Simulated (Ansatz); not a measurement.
Input of an Ansatz 0.2.0 run:

Contents of input.yaml:

```yaml
crystal:
  lattice:
    - [-1.8921, 1.8921, 4.7573]
    - [1.8921, -1.8921, 4.7573]
    - [1.8921, 1.8921, -4.7573]
  atoms:
    - { symbol: Ti, position: [0.75, 0.25, 0.5] }
    - { symbol: Ti, position: [0.0, 0.0, 0.0] }
    - { symbol: O, position: [0.7919, 0.7919, 0.0] }
    - { symbol: O, position: [0.5419, 0.0419, 0.5] }
    - { symbol: O, position: [0.9581, 0.4581, 0.5] }
    - { symbol: O, position: [0.2081, 0.2081, 0.0] }
hamiltonian:
  xc: pbe
  pseudopotentials: { kind: paw }
kpoints:
  mp_grid: { grid: [10, 10, 10] }
scf:
  occupations: { method: fermi_dirac, width: 0.05 }
output:
  forces: true
  stress: true
  eigenvalues: true
relax:
  f_tol: 0.01
  max_steps: 40
  cell: { stress_tol: 0.05 }
```

Potentials or basis: Ansatz PAW.

Command:

```bash
$ ansatz run input.yaml --threads 2 --pin off --max-ram 5632MiB --backend cpu --events-out ev --progress --plain --runs-dir out
```

(1) Estimate the relaxed volume.

(2) Predict the band gap on the k mesh.

Answers

(1) 11.66 Å³/atom.

(2) 2.13 eV, indirect (least direct gap 2.43 eV).

Caveat: the plane-wave basis is chosen anew once the cell has moved, so the energies of steps on either side of that aren't comparable; the pressure holds a Pulay correction of +0.7 GPa for the finite cutoff.
